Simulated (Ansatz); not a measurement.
Crystal: HgTe (Coloradoite).

```xyz
2
Lattice="0.0000 3.2145 3.2145 3.2145 0.0000 3.2145 3.2145 3.2145 0.0000" Properties=species:S:1:pos:R:3 pbc="T T T"
Hg    0.0000    0.0000    0.0000
Te    4.8217    4.8217    4.8217
```

Base run:

- Program: Ansatz 0.2.0
- Functional: RPBE
- Potentials or basis: Ansatz PAW
- Cutoff: 420 eV
- Density cutoff: 1680 eV
- k mesh: 7 × 7 × 7
- Occupations: fermi-dirac, width 0.05 eV
- Spin: no spin polarisation

Its results: band gap on the k mesh none (metal or under the smearing width); pressure 6.3 GPa.

**Question.** The run is repeated on the same cell with these changes: functional from RPBE to BPBE. What comes out?

**Answer.** Band gap on the k mesh none (metal or under the smearing width); pressure 4.4 GPa.

Caveats: the potentials were made for another functional, which shifts forces and pressure; the PAW data sets come from PBE, with cores solved anew for the run's functional, which leaves a small shift of forces and pressure.

Not every run made on this cell is shown here.
